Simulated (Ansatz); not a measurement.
C4H6O (`C=CC(C)=O`): measurement beside calculation (Ansatz, PBE0-D4/def2-TZVP geometry).

Z-matrix (Å, degrees):
```
C
C 1 1.506
H 1 1.088 2 108.9
H 1 1.093 2 110.8 3 -120.5
H 1 1.093 2 110.7 3 120.4
C 2 1.481 1 119.1 3 179.6
O 2 1.211 1 121.4 3 -0.4
C 6 1.328 2 124.9 1 -0.0
H 6 1.086 2 113.9 1 180.0
H 8 1.084 6 121.4 2 180.0
H 8 1.084 6 122.0 2 -0.0
```

Measured: 3018 cm⁻¹ (s-trans, S0, mode 3, in-phase terminal CH2 stretch, IR dip VUV-MATI); 3103 cm⁻¹ (s-trans, S0, mode 1 (a'), out-of-phase terminal CH2 stretch, IR dip VUV-MATI); 2964 cm⁻¹ (s-cis, S0, mode 19, out-of-phase methyl CH stretch, IR dip VUV-MATI). Source: Identification of individual conformers in C4H6O isomers using conformer-specific vibrational spectroscopy, 2021 (pmc:9044234).

Harmonic PBE0-D4 wavenumbers (cm⁻¹, unscaled): 121, 127, 279, 432, 488, 540, 697, 779, 945, 996, 1043, 1046, 1067, 1278, 1307, 1383, 1439, 1464, 1467, 1702, 1788, 3059, 3128, 3162, 3176, 3190, 3250. Fundamentals include anharmonicity and usually lie a few per cent under these; harmonic values from spectra compare directly.
